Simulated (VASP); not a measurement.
# Hg (C2/m) in VASP: notebook

One crystal, Hg, is run at these levels: r2SCAN; tasks: single point.

Program: VASP 6.6.1. These are calculated values, not measurements. Logs are shortened: lines on timing, memory, paths and dates and some standing lists are left out, and cuts for length are marked.

## 1. Starting point

Symmetry: C2/m, No. 12, monoclinic system. Conventional cell: a = 4.249 Å, b = 5.345 Å, c = 3.583 Å, α = 90.00°, β = 126.18°, γ = 90.00°. Hg (site symmetry 2/m) is surrounded by 8 Hg at 3.41 to 3.59 Å.

## 2. Single point, r2SCAN

Input file INCAR:

```
SYSTEM = Hg
PREC = Normal
ENCUT = 460
EDIFF = 1E-4
ISMEAR = 0
SIGMA = 0.1
LREAL = Auto
LASPH = .TRUE.
NELM = 100
ALGO = Normal
ISIF = 2
LWAVE = .FALSE.
LCHARG = .FALSE.
METAGGA = R2SCAN
LMIXTAU = .TRUE.
NBANDS = 12
ADDGRID = .FALSE.
```

Input file KPOINTS:

```
Automatic mesh
0
G
  4 4 4
  0 0 0
```

Input file POSCAR:

```
Hg
1.0
    2.1243184923     -2.6725824964      0.0000000000
    2.1243184923      2.6725824964      0.0000000000
   -2.1151288124      0.0000000000      2.8921990043
Hg
1
Direct
    0.0000000000      0.0000000000      0.0000000000
```

Potentials or basis: VASP PAW PBE potentials, release 64 (Hg).

Run with:

```bash
cat potpaw_PBE.64/Hg/POTCAR > POTCAR
mpirun -np 1 vasp_std > vasp.out
```

OUTCAR:

```text
SYSTEM = Hg
   PREC = Normal
   ENCUT = 460
   EDIFF = 1E-4
   ISMEAR = 0
   LREAL = Auto
   LASPH = .TRUE.
   NELM = 100
   ISIF = 2
   METAGGA = R2SCAN

 Found     24 irreducible k-points:

 Following reciprocal coordinates:
            Coordinates               Weight
  0.000000  0.000000  0.000000      1.000000
  0.250000  0.000000  0.000000      4.000000
  0.500000  0.000000  0.000000      2.000000
  0.250000  0.250000  0.000000      2.000000
  0.500000  0.250000  0.000000      4.000000
 -0.250000  0.250000  0.000000      2.000000
   k-points           NKPTS =     24   k-points in BZ     NKDIM =     24   number of bands    NBANDS=     12
   number of dos      NEDOS =    301   number of ions     NIONS =      1
   total plane-waves  NPLWV =   6480
   dimension x,y,z NGX =    18 NGY =   18 NGZ =   20
   dimension x,y,z NGXF=    36 NGYF=   36 NGZF=   40
   ions per type =               1
   NGX,Y,Z   is equivalent  to a cutoff of   8.77,  8.77,  9.28 a.u.
   NGXF,Y,Z  is equivalent  to a cutoff of  17.53, 17.53, 18.56 a.u.
 SYSTEM =  Hg
   PREC   = normal    normal or accurate (medium, high low for compatibility)
   ISTART =      0    job   : 0-new  1-cont  2-samecut
   ICHARG =      2    charge: 1-file 2-atom 10-const
   ISPIN  =      1    spin polarized calculation?
   LNONCOLLINEAR =      F non collinear calculations
   LSORBIT =      F    spin-orbit coupling
   LASPH  =      T    aspherical Exc in radial PAW
   ENCUT  =  460.0 eV  33.81 Ry    5.81 a.u.   5.97  5.97  6.27*2*pi/ulx,y,z
   NELM   =    100;   NELMIN=  2; NELMDL= -5     # of ELM steps
   EDIFF  = 0.1E-03   stopping-criterion for ELM
   LREAL  =      T    real-space projection
   EDIFFG = 0.1E-02   stopping-criterion for IOM
   NSW    =      0    number of steps for IOM
   IBRION =     -1    ionic relax: 0-MD 1-quasi-New 2-CG
   NFREE  =      0    steps in history (QN), initial steepest desc. (CG)
   ISIF   =      2    stress and relaxation
   ISYM   =      2    0-nonsym 1-usesym 2-fastsym
   POTIM  = 0.5000    time-step for ionic-motion
   TEBEG  =    0.0;   TEEND  =   0.0 temperature during run
   PSTRESS=    0.0 pullay stress
   NELECT =      12.0000    total number of electrons
   NUPDOWN=      -1.0000    fix difference up-down
   EMIN   =  10.00;   EMAX   =-10.00  energy-range for DOS
   EFERMI =   0.00;   METHOD = LEGACY
   ISMEAR =     0;   SIGMA  =   0.10  broadening in eV -4-tet -1-fermi 0-gaus
   EFERMI_NEDOS =   21; number of points for ismear=-14 and -15
   IALGO  =     38    algorithm
   IMIX   =      4    mixing-type and parameters
     AMIX     =   0.40;   BMIX     =  1.00
     AMIX_MAG =   1.60;   BMIX_MAG =  1.00
  volume/ion in A,a.u.               =      32.84       221.62
  Fermi-wavevector in a.u.,A,eV,Ry     =   1.170395  2.211725 18.637577  1.369823
  Thomas-Fermi vector in A             =   2.306854
   LORBIT       =      0    0 simple, 1 ext, 2 COOP (PROOUT), +10 PAW based schemes
   METAGGA = R2SCAN    functional components
   LHFCALC =     F    Hartree Fock is set to
   AEXX    =    0.0000 exact exchange contribution
   IVDW    =     0    specifies the selected vdW correction
   LEPSILON=     F    determine dielectric tensor
   LRPA    =     F    only Hartree local field effects (RPA)
 non-spin polarized calculation
 Gauss-broadening in eV      SIGMA  =   0.10
  energy-cutoff  :      460.00
  volume of cell :       32.84
 maximum number of plane-waves:       762
   NGX = 11   NGY = 11   NGZ = 13

 number of electron      12.0000012 magnetization

 Free energy of the ion-electron system (eV)
  ---------------------------------------------------
  ext. energy  EPLUGINS =         0.00000000
  ---------------------------------------------------
  free energy    TOTEN  =       -49.30002247 eV

  energy without entropy =      -49.29693842  energy(sigma->0) =      -49.29848045

 E-fermi :   0.2792     XC(G=0):  -9.5715

 val. band max:       -0.0402103728   @ k =   0.5000   0.5000   0.2500
 cond. band min:       0.3325473500   @ k =   0.5000   0.0000   0.0000
 fundamental gap:      0.3727577228
 Fermi energy:         0.2791550044

 k-point     1 :       0.0000    0.0000    0.0000
  band No.  band energies     occupation
      1      -6.4782      2.00000
      2      -6.3037      2.00000
      3      -6.0837      2.00000
      4      -6.0601      2.00000
      5      -5.7487      2.00000
      6      -5.6264      2.00000
      7      12.6008      0.00000
      8      12.8089      0.00000
      9      13.2475      0.00000
     10      14.6337      0.00000
     11      14.8783      0.00000
     12      17.0405      0.00000

 k-point     2 :       0.2500    0.0000    0.0000
  band No.  band energies     occupation
      1      -6.3496      2.00000
      2      -6.2038      2.00000
      3      -5.7874      2.00000
      4      -5.7750      2.00000
      5      -5.6710      2.00000
      6      -4.9988      2.00000
      7       6.1520      0.00000
      8      10.2356      0.00000
      9      11.7434      0.00000
     10      13.3418      0.00000
     11      15.2561      0.00000
     12      15.5612      0.00000

 k-point     3 :       0.5000    0.0000    0.0000
  band No.  band energies     occupation
      1      -6.4793      2.00000
      2      -6.3347      2.00000
      3      -5.7978      2.00000
      4      -5.6489      2.00000
      5      -5.3744      2.00000
      6      -1.6370      2.00000
      7       0.3325      0.45020
      8       8.5611      0.00000
      9      10.6194      0.00000
     10      12.7906      0.00000
     11      14.7476      0.00000
     12      17.1435      0.00000

 k-point     4 :       0.2500    0.2500    0.0000
  band No.  band energies     occupation
      1      -6.2612      2.00000
      2      -6.0992      2.00000
      3      -5.8563      2.00000
      4      -5.7655      2.00000
      5      -5.6664      2.00000
      6      -2.6520      2.00000
      7       3.5525      0.00000
      8       5.3654      0.00000
      9       8.9777      0.00000
     10      15.3212      0.00000
     11      15.3445      0.00000
     12      17.2546      0.00000

 k-point     5 :       0.5000    0.2500    0.0000
  band No.  band energies     occupation
      1      -6.3211      2.00000
      2      -6.1455      2.00000
      3      -5.8171      2.00000
      4      -5.7738      2.00000
      5      -5.5440      2.00000
      6      -1.9665      2.00000
      7       2.7624      0.00000
      8       5.6213      0.00000
      9       8.6616      0.00000
     10      13.7995      0.00000
     11      15.1690      0.00000
     12      18.1113      0.00000

 k-point     6 :      -0.2500    0.2500    0.0000
  band No.  band energies     occupation
      1      -6.2255      2.00000
      2      -6.1911      2.00000
      3      -5.8205      2.00000
      4      -5.7520      2.00000
      5      -5.7264      2.00000
      6      -4.8129      2.00000
      7       7.5606      0.00000
      8       9.5481      0.00000
      9      10.2594      0.00000
     10      12.4165      0.00000
     11      13.4711      0.00000
     12      15.9063      0.00000

 [... further k-points ...]

------------------------ aborting loop because EDIFF is reached ----------------------------------------

  FORCE on cell =-STRESS in cart. coord.  units (eV):
  Direction    XX          YY          ZZ          XY          YZ          ZX
  --------------------------------------------------------------------------------------
  -------------------------------------------------------------------------------------
  Total       -0.2026278     -0.0419942     -0.4726195      0.0000000      0.0000000     -0.0062361
  in kB       -9.8855450     -2.0487590    -23.0575585      0.0000000      0.0000000     -0.3042395
  external PRESSURE =     -11.6639541 kB  Pullay stress =       0.0000000 kB

 VOLUME and BASIS-vectors are now :
 -----------------------------------------------------------------------------
  energy-cutoff  :      460.00
  volume of cell :       32.84
      direct lattice vectors                 reciprocal lattice vectors
     2.124318492 -2.672582496  0.000000000     0.235369603 -0.187084964  0.172130973
     2.124318492  2.672582496  0.000000000     0.235369603  0.187084964  0.172130973
    -2.115128812  0.000000000  2.892199004     0.000000000  0.000000000  0.345757674

 POSITION                                       TOTAL-FORCE (eV/Angst)
 -----------------------------------------------------------------------------------
      0.00000      0.00000      0.00000         0.000000      0.000000      0.000000
 -----------------------------------------------------------------------------------
    total drift:                               -0.000000      0.000000      0.000000

  FREE ENERGIE OF THE ION-ELECTRON SYSTEM (eV)
  ---------------------------------------------------
  free  energy   TOTEN  =       -49.3000224684 eV

  energy  without entropy=      -49.2969384235  energy(sigma->0) =      -49.29848045
```

Run time: 20 s. Hardware: 1 thread of Intel Xeon Platinum 8259CL at 2.50GHz (Skylake/Cascade Lake), shared host; peak memory 0.12 GiB.

These settings aren't checked as converged: the numbers below hold their error.

Results:

| Quantity | Value |
| --- | --- |
| Free energy | -49.3000 eV |
| Pressure | -1.2 GPa |
| Band gap on the k mesh | none (metal or under the smearing width) |

Caveat: the k mesh is coarse (spacing up to 0.54 Å⁻¹), so the values aren't converged; the PAW data sets were made with another functional, which shifts forces and pressure a little.

## 3. Single point, r2SCAN

Changes to INCAR since step 2:

```diff
@@ -1,8 +1,8 @@
 SYSTEM = Hg
-PREC = Normal
-ENCUT = 460
-EDIFF = 1E-4
+PREC = Accurate
+ENCUT = 520
+EDIFF = 1E-6
 ISMEAR = 0
 SIGMA = 0.1
-LREAL = Auto
+LREAL = .FALSE.
 LASPH = .TRUE.
```

KPOINTS is that of step 2.

POSCAR is that of step 2.

Potentials or basis: VASP PAW PBE potentials, release 64 (Hg).

Run with:

```bash
cat potpaw_PBE.64/Hg/POTCAR > POTCAR
mpirun -np 1 vasp_std > vasp.out
```

Wall time 41 s (1 thread of Intel Xeon Platinum 8259CL at 2.50GHz (Skylake/Cascade Lake), shared host); peak memory 0.16 GiB.

These settings aren't checked as converged: the numbers below hold their error.

Results:

```yaml
Free_energy: -49.2996 eV
Pressure: -1.2 GPa
Band_gap_on_the_k_mesh: none (metal or under the smearing width)
```

Caveat: the k mesh is coarse (spacing up to 0.54 Å⁻¹), so the values aren't converged; the PAW data sets were made with another functional, which shifts forces and pressure a little.

(Part 1 of 2 ends here.)
